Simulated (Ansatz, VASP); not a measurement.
Al in VASP and in Ansatz

```
CELL_PARAMETERS angstrom
2.86348 0.00000 0.00000
-1.43174 2.47985 0.00000
0.00000 0.00000 4.67607
ATOMIC_POSITIONS crystal
Al 0.33333 0.66667 0.25000
Al 0.66667 0.33333 0.75000
```

The cell was built by a generator and needn't be a form met in nature.

Alike in both runs: task relaxation of cell and atoms; functional BLYP; k mesh 13 × 13 × 7; occupations fermi-dirac, width 0.1 eV; no spin polarisation.

|  | VASP | Ansatz |
| --- | --- | --- |
| version | VASP 6.6.1 | Ansatz 0.2.0 |
| potentials or method | VASP PAW PBE potentials, release 64 (Al) | plane waves (420 eV) with PAW, scalar-relativistic |
| plane-wave cutoff (eV) | 600 | 420 |
| valence electrons in the cell | 6 | 6 |

|  | VASP | Ansatz | Ansatz less VASP |
| --- | --- | --- | --- |
| relaxed volume (Å³/atom) | 17.66 | 17.64 | -0.021 |
| relaxed cell length with the largest relative difference (Å) | 4.775 | 4.884 | +0.1092 |
| energy change over the relaxation (meV/atom) | -12 | -12 | +0.1 |

Caveats: the PAW data sets were made with another functional, which shifts forces and pressure a little (VASP).
